## Question

Sliding one half of a molybdenum crystal rigidly over the other costs several joules per square metre at worst, or about 1.5 eV for each atom of the plane. It takes a shear traction of tens of gigapascals. The cut lies along a (011) plane of the bcc crystal, and the slide runs along the cube edge [100]. One full slip vector, 3.142 Å, carries every atom to an equivalent site.

In the table, slip is the fraction of that vector covered so far. The fault energy is the energy per area of the cut, counted from the undisturbed crystal. The shear traction is the slope of this energy along the slip, the stress that tries to undo the slide. Both come from density functional theory with the PBE functional. The undisturbed crystal has space group Im-3m; the cells that contain a fault have lower symmetry.

Rigid slip of bcc Mo (a = 3.142 Å, not relaxed) along [100] on a (011) plane, one fault per four-layer cell, atoms and layer spacing unrelaxed. Ansatz 0.2.0, plane-wave PAW, PBE, scalar-relativistic, no spin polarisation, 420 eV cutoff, Γ-centred 18×18×6 k mesh, 0.15 eV Gaussian smearing; fault energies are free energies relative to the undisturbed crystal.

```
slip (fraction of the slip vector)  fault energy (mJ/m²)  shear traction (GPa (slope of the fault energy along the slip))
                                 0                     ?                                                                ?
                               0.1                   255                                                            16.33
                               0.2                  1012                                                            31.51
                               0.3                  2135                                                            37.22
                               0.4                  3142                                                            23.68
                               0.5                  3519                                                            -0.01
```

(a) Predict both missing entries, with error bars. (b) Check the predicted energy using the other rows. (c) Explain why the largest listed traction comes at slip 0.3, beyond the quarter of the slip vector where the simplest sine curve has its peak.

## Model answer

**(a) Two zeros of different kinds.** The missing fault energy is exactly 0 mJ/m². The undisturbed crystal is the very cell from which the energies are counted, so this is a definition and takes no foresight.

The missing traction is 0 ± 0.1 GPa, and here there is something to argue. The undisturbed crystal has a mirror plane at right angles to [100], which turns a small slip forward into an equal slip backward. Both must cost the same energy, and a smooth curve that is even about a point has no slope there. The argument holds even though the crystal was not relaxed at this level of theory, because a slightly wrong cube edge leaves the mirror in place.

The error bar comes from the other end of the table. At slip 0.5 the same symmetry demands zero traction, and the calculation gives −0.01 GPa. The range chosen is ten times wider.

**(b) The energy found from its neighbour.** Near the start the crystal should behave as a spring, with a traction that grows in proportion to the slip. The stored energy is then half of force times distance,

$$E \approx \tfrac{1}{2}\,\tau u ,$$

where $\tau$ is the traction and $u$ the distance slid. At slip 0.1 the distance is 0.1 × 3.142 Å = 0.3142 Å, and the traction is 16.33 GPa. Since 1 GPa times 1 Å is 100 mJ/m², the stored energy is ½ × 16.33 × 0.3142 × 100 ≈ 257 mJ/m².

The table gives 255 mJ/m² at that slip. Going back to the start therefore leads to an energy within about 2 mJ/m² of zero, well inside the 20 mJ/m² allowed for this estimate. It needs no fit, but it does assume that the traction starts from zero.

**(c) Two neighbours, one coming and one going.** Each atom at the cut has two nearest neighbours on the other side, both 2.72 Å away. One sits ahead of it along the slip and the other behind. When the upper half slides, one contact shortens while the other lengthens. Two second neighbours across the cut, 3.142 Å away, lengthen slowly as well; the picture below leaves them out.

Let $V(x)$ be the energy of one such pair when its atoms are displaced sideways by $x$, with the layer spacing held fixed. At the start the displacements are $+x_0$ and $-x_0$, where $x_0$ is half the slip vector. After a slip $u$ the energy has changed by

$$V(x_0-u)+V(x_0+u)-2V(x_0)\approx V''(x_0)\,u^2 .$$

The terms proportional to $u$ cancel, because what one neighbour gains in closeness the other loses. Only a quadratic valley is left, and this is the spring used in (b).

The geometry shows how much this balance matters. In the first tenth of the slip the short contact shrinks by 0.17 Å, yet the energy rises by only 255 mJ/m². Between slips 0.3 and 0.5 it shrinks by just 0.09 Å, and the energy rises by 3519 − 2135 = 1384 mJ/m². In this picture the receding neighbour is by then too far away to offset the squeeze, and each further bit of shortening of the remaining contact costs more.

Forces can be pictured the same way. In this picture the traction is the sideways part of the push between atoms. Early in the slide there are two moderate pushes, which nearly cancel sideways. Later there is one strong push, but it points more and more straight up as the atoms come to lie on top of one another. The traction is largest in between, when the push has grown and still leans sideways, which would move the peak past the quarter.

A simple pair model follows from this picture: one exponential repulsion for each of the two contacts. Its strength, its range and a constant were fitted to the fault energies of the five known rows. The fit isn't told that the energy must vanish at the start, and it should come within 60 mJ/m² of zero there.

The withheld rows as computed:

```
slip (fraction of the slip vector)  fault energy (mJ/m²)  shear traction (GPa (slope of the fault energy along the slip))
                                 0                     0                                                             0.00
```

## Remarks on the reasoning

**The hits.** Both entries are zero, as predicted. The energy earns no credit, since it is fixed by definition. The traction agrees with the mirror argument, which would hold for any material with this structure and this slip.

**The check in (b).** The half-of-force-times-distance estimate misses by 1.5 mJ/m². This shows that the energy and traction columns fit together near the start. The test is a real one. Each traction follows from the stress and the atomic forces of its own cell, not from differences of the energies, so the zero of energy at the start is not built into it.

**The miss of the pair model.** The model puts the start at −31 mJ/m², inside its allowed range but clearly less accurate than the spring estimate. That is under 1 % of the summit energy, yet about an eighth of the energy at slip 0.1. One exponential has to serve both the gentle valley and the hard squeeze at the summit, and the fit strikes a compromise. The output below shows it row by row, together with two sine waves fitted to the tractions of the same five rows. These waves vanish at the start by construction and so don't test the symmetry.

**What the sine curve gets wrong.** A simple first guess is Frenkel's curve, in which the energy follows $\sin^2(\pi s)$, with $s$ the slip and the height taken from the summit. It makes the valley and the summit equally curved. The calculation does not: the traction one step before the summit is 1.45 times that one step after the start. Frenkel's curve therefore overestimates the energy at every listed slip between the two ends, by as much as 204 mJ/m² at slip 0.2.

**What is shown and what is argued.** The numbers show a soft valley, a sharper summit and a peak in traction somewhat past the quarter; rows 0.1 apart place it only roughly. That the short contact causes them is an argument from geometry, and the fit of the pair model adds little: three constants on five rows leave little room for failure, and other smooth curves with three constants would be expected to do about as well. The force at right angles to the cut is a harder test, and pure repulsion fails it. The fitted constants imply a push of 4765 / 0.2417 / 100 ≈ 197 GPa at the summit, some 40 GPa of it already present at the start, whereas the computed force on an atom at the cut is 2.55 eV/Å, about 59 GPa. The real contact is much softer than the model's, which suggests that bonding lost to the receding neighbours carries a good part of the energy.

**Zero traction is not stability.** At slip 0.5 the traction vanishes as it does at the start, but the energy is at its highest. Atoms face each other directly across the cut, 2.22 Å apart, and the smallest push sends the crystal down one side or the other. An energy that falls on both sides of the zero marks an unstable fault. A stable one needs an energy that rises in every direction of slip, not only along this line.

**Where the numbers should not be carried.** The layers were not allowed to move apart. Relaxation would lower the energy, probably most near the summit where the computed force pushing the faces apart is largest, and how much of the skew would survive is untested. The undisturbed cell is itself under 4.8 GPa of compression at this level, which is expected to raise the fault energies somewhat. The fault also repeats every four layers in this cell, and the effect of neighbouring faults on each other wasn't tested. Nor is this the path by which molybdenum usually deforms, since bcc metals slip along the body diagonal. The tractions are therefore neither the ideal strength of the metal nor a guide to its yield stress, which is far lower because dislocations let a plane slip bit by bit.

Numerical output:

```
Energy at slip 0 from row 0.1 less half force times distance, mJ/m2: -1.544
Energy at slip 0 from row 0.2 less Simpson integral of traction (zero traction at start), mJ/m2: -2.133
fit of fault_energy on 5 rows: constant -1238 +/- 27, coefficient of exp((gap - dnear)/s) + exp((gap - dfar)/s) 4765 +/- 37, s 0.2417; rms 13.4, worst 0.2 18.5, leave-one-out rms 47.7
  rows outside the fit (model, value, miss): 0.0 -30.82, 0, -30.8
fit of shear_traction on 5 rows: coefficient of sin(2*pi*slip) 35.55 +/- 0.6, coefficient of sin(4*pi*slip) -4.139 +/- 0.6; rms 0.734, worst 0.4 1.15, leave-one-out rms 1.47
  rows outside the fit (model, value, miss): 0.0 0, 0, 0
Frenkel peak traction at slip 0.25, GPa: 35.19
Energy at 0.1 below Frenkel curve, percent: 24.11
Traction at 0.1 below Frenkel curve, percent: 21.04
Traction one step before summit over traction one step after start: 1.45
Secant shear stiffness at slip 0.1 (traction over slip per layer spacing), GPa: 115.5
Summit energy per atom of one (011) layer, eV: 1.533
Shortening of the nearest contact at the summit, percent: 18.35
Contacts across the cut and model misses:
  row  near contact A  far contact A  Frenkel less computed mJ/m2  pair model less computed mJ/m2  Frenkel traction GPa
  0.0           2.721          2.721                            0                          -30.82                     0
  0.1           2.553          2.914                        81.03                          -9.095                 20.68
  0.2           2.413          3.126                        203.8                           18.47                 33.46
  0.3           2.309          3.355                        168.2                          -7.097                 33.46
  0.4           2.244          3.596                        40.97                          -15.67                 20.68
  0.5           2.222          3.848                            0                           13.39             4.309e-15
```
